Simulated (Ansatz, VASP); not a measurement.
SnO2 (Cassiterite): VASP beside Ansatz

File INCAR:

```
PREC = Accurate
ENCUT = 400
EDIFF = 1E-6
ISMEAR = -1
SIGMA = 0.1
LREAL = F
LASPH = T
NELM = 80
ALGO = Normal
ISIF = 2
LWAVE = F
LCHARG = F
GGA = PS
LORBIT = 11
```

KPOINTS

```
Automatic mesh
0
Gamma
  6 6 8
```

File POSCAR:

```
SnO2
4.738
    1.000000000000      0.000000000000      0.000000000000
    0.000000000000      1.000000000000      0.000000000000
    0.000000000000      0.000000000000      0.672541156606
Sn O
2 4
Direct
    0.5000000000      0.5000000000      0.5000000000
    0.0000000000      0.0000000000      0.0000000000
    0.8071000000      0.1929000000      0.5000000000
    0.6929000000      0.6929000000      0.0000000000
    0.1929000000      0.8071000000      0.5000000000
    0.3071000000      0.3071000000      0.0000000000
```

input.yaml

```yaml
crystal:
  lattice:
    - [4.738, 0.0, 0.0]
    - [0.0, 4.738, 0.0]
    - [0.0, 0.0, 3.1865]
  atoms:
    - { symbol: Sn, position: [0.5, 0.5, 0.5] }
    - { symbol: Sn, position: [0.0, 0.0, 0.0] }
    - { symbol: O, position: [0.8071, 0.1929, 0.5] }
    - { symbol: O, position: [0.6929, 0.6929, 0.0] }
    - { symbol: O, position: [0.1929, 0.8071, 0.5] }
    - { symbol: O, position: [0.3071, 0.3071, 0.0] }
hamiltonian:
  xc: pbesol
  pseudopotentials: { kind: paw }
kpoints:
  mp_grid: { grid: [6, 6, 8] }
scf:
  occupations: { method: fermi_dirac, width: 0.1 }
output:
  forces: true
  stress: true
  eigenvalues: true
  bader: true
  populations: true
```

Alike in both runs: task atomic charges; functional PBEsol; k mesh 6 × 6 × 8; occupations fermi-dirac, width 0.1 eV; no spin polarisation.

```csv
,VASP,Ansatz
version,VASP 6.6.1,Ansatz 0.2.0
potentials or method,"VASP PAW PBE potentials, release 64 (Sn_d, O_s)",Ansatz PAW
plane-wave cutoff (eV),400,420
valence electrons in the cell,52,52
```

```csv
,VASP,Ansatz,Ansatz less VASP
gap on the k mesh at the Fermi level (eV),1.16,1.18,+0.018
least direct gap on the mesh (eV),1.16,1.18,+0.018
pressure (GPa),5.5,4.7,-0.77
largest component of the traceless stress (GPa),1.76,1.28,-0.473
rms of the force components (eV/Å),0.115,0.099,-0.0154
```

Atom by atom the forces differ by 0.015 eV/Å (rms over components).

Caveats: spin-orbit coupling is left out, which moves the levels of the heavy elements; the PAW data sets were made with another functional, which shifts forces and pressure a little (VASP); the pressure holds a Pulay correction of +0.9 GPa for the finite cutoff (Ansatz); the PAW data sets come from PBE, with cores solved anew for the run's functional, which leaves a small shift of forces and pressure (Ansatz). Expect the measured gap to be larger: semilocal functionals such as PBEsol lack the derivative discontinuity.
